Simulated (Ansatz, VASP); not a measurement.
Given: the input of a run of Ansatz 0.2.0 on Ni.

The input input.yaml:

```yaml
crystal:
  lattice:
    - [0.0, 1.737572933, 1.737572933]
    - [1.737572933, 0.0, 1.737572933]
    - [1.737572933, 1.737572933, 0.0]
  atoms:
    - { symbol: Ni, position: [0.0, 0.0, 0.0], spin: 1.0 }
kpoints:
  mp_grid: { grid: [13, 13, 13] }
scf:
  occupations: { method: gaussian, width: 0.016 }
hamiltonian:
  xc: pbe
  pseudopotentials: { kind: all_electron, lapw: { basis_error: 0.001 } }
magnetization:
  spin_polarized: true
output:
  forces: true
  stress: true
  eigenvalues: true
```

Potentials or basis: all-electron LAPW, scalar-relativistic.

Command:

```console
$ ansatz run input.yaml --threads 2 --pin off --max-ram 6144MiB --backend cpu --events-out ev --progress --plain --runs-dir out
```

Problem. Translate it to VASP 6.6.1. Potentials there: VASP PAW PBE potentials, release 64 (Ni).

Solution. As run (the cutoff follows the program's own potentials):

INCAR

```
SYSTEM = Ni
PREC     = Accurate       ! precision mode
ENCUT    = 520            ! plane-wave cutoff, eV
EDIFF    = 1E-6           ! SCF threshold, eV
ISMEAR   = 0              ! smearing method
SIGMA    = 0.016          ! smearing width, eV
LREAL    = .FALSE.        ! projectors in reciprocal space
LASPH    = .TRUE.         ! aspherical terms in the spheres
NELM     = 150            ! most SCF steps
ALGO     = Normal         ! electronic algorithm
ISIF     = 2              ! what is computed and relaxed
LWAVE    = .FALSE.        ! write WAVECAR
LCHARG   = .TRUE.         ! write CHGCAR
ISPIN    = 2              ! spin polarisation
MAGMOM   = 1              ! initial moments
LORBIT   = 11             ! projections on sites
LMAXMIX  = 4              ! l up to which the mixer works
GGA      = PE             ! functional
LELF     = .TRUE.         ! ELF
LVHAR    = .TRUE.       
NBANDS   = 15             ! bands
```

The input KPOINTS:

```
Automatic mesh
0
G
  13 13 13
  0 0 0
```

File POSCAR:

```
Ni
1.0
    0.0000000000      1.7375729330      1.7375729330
    1.7375729330      0.0000000000      1.7375729330
    1.7375729330      1.7375729330      0.0000000000
Ni
1
Direct
    0.0000000000      0.0000000000      0.0000000000
```

Potentials or basis: VASP PAW PBE potentials, release 64 (Ni).

Command:

```console
$ cat potpaw_PBE.64/Ni/POTCAR > POTCAR
$ mpirun -np 1 vasp_std > vasp.out
```

Both were run:

|  | VASP | Ansatz | Ansatz less VASP |
| --- | --- | --- | --- |
| gap on the k mesh at the Fermi level (eV) | none | none | - |
| pressure (GPa) | 7.7 | 8.0 | +0.27 |
| net moment per atom (μB) | 0.62 | 0.64 | +0.018 |
| size of the moment on the site where the two differ most (μB) | 0.63 | 0.66 | +0.033 |

Site moments also hang on the region over which each program counts them. A gap of «none» marks a metal or a gap that the smearing closes. Ansatz ran all-electron here, so the differences hold the error of VASP's frozen core and of both bases.
